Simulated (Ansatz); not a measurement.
Pb:

```
Pb
1.0
    -1.97966    1.97966    1.97966
     1.97966   -1.97966    1.97966
     1.97966    1.97966   -1.97966
Pb
1
Direct
  0.00000 0.00000 0.00000
```

This isn't the form of Pb at room conditions, which is fcc.

Base run:

```yaml
Program: Ansatz 0.2.0
Functional: PBEsol
Potentials_or_basis: Ansatz PAW
Cutoff: "420 eV (not typed: the program's choice for these potentials)"
k_mesh: 9 × 9 × 9
Occupations: fermi-dirac, width 0.05 eV
Spin: no spin polarisation
```

Its results: band gap on the k mesh none (metal or under the smearing width); pressure -2.0 GPa.

Question: The run is repeated on the same cell with these changes: functional from PBEsol to LDA. What comes out?

Answer: Band gap on the k mesh none (metal or under the smearing width); pressure -3.4 GPa.

LDA binds more tightly than PBEsol, so the same cell stands under less pressure.

Caveats: spin-orbit coupling is left out, which moves the levels of the heavy elements; the PAW data sets come from PBE, with cores solved anew for the run's functional, which leaves a small shift of forces and pressure.
